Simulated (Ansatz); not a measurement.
The cell is a 15-atom cell of CdI2 (P-3m1) from a materials database; cell and atoms were relaxed with r2SCAN+rVV10. It is trigonal, P-3m1 (No. 164); a = 4.249 Å, c = 34.431 Å in the conventional setting, 35.89 Å³ an atom. Cd has 6 I at 2.99–3.00 Å; Cd has 6 I at 3.00 Å; I has 3 Cd at 3.00 Å; I has 3 Cd at 2.99 Å.

The questions ask for values computed with Ansatz 0.2.0 on this geometry. Calculated for a static, non-magnetic cell.

Given (12×12×2 mesh): The r2SCAN gap is indirect, 2.71 eV (k = (0, 1/8, -0.203) to L), below the direct gap of 2.87 eV at L–M (0.60 of the way from L).

(1) Estimate the gap with PBE+SOC on 12×12×2.

(2) How does the gap change from r2SCAN to HSE06 (6×6×1)?

(3) How does the gap change from r2SCAN to PBE0 (6×6×1)?

(4) What do these levels agree on?

## Answers

(1) With PBE+SOC the valence top lies at A and the conduction bottom at L, 1.97 eV higher; the smallest vertical gap, at Γ, is 2.15 eV. The gap differs by -0.74 eV from r2SCAN's.

(2) HSE06 gives an indirect gap of 3.22 eV, from k = (0, 1/8, -0.203) to L; the least direct gap is 3.39 eV at L–M (0.60 of the way from L). The gap differs by +0.51 eV from r2SCAN's.

(3) PBE0 gives an indirect gap of 3.90 eV, from k = (0, 1/8, -0.203) to L; the least direct gap is 4.08 eV at L–M (0.60 of the way from L). The gap differs by +1.19 eV from r2SCAN's.

(4) Among these functionals the gap stays indirect.

Only the levels marked +SOC include spin-orbit coupling.

Where an edge lies off the special points, it is a point of the mesh or the k point where a search put PBE's edge or least direct gap, reused for the other functionals, whose own edges may lie a little apart.

Coordinates of k points refer to the reciprocal vectors of the primitive cell of the runs.

The meshes of the hybrids are coarse, so their gaps aren't converged to the digits shown.

PBE's own run along the path (2.28 eV) came before the search for the edges and missed one, so it isn't listed.
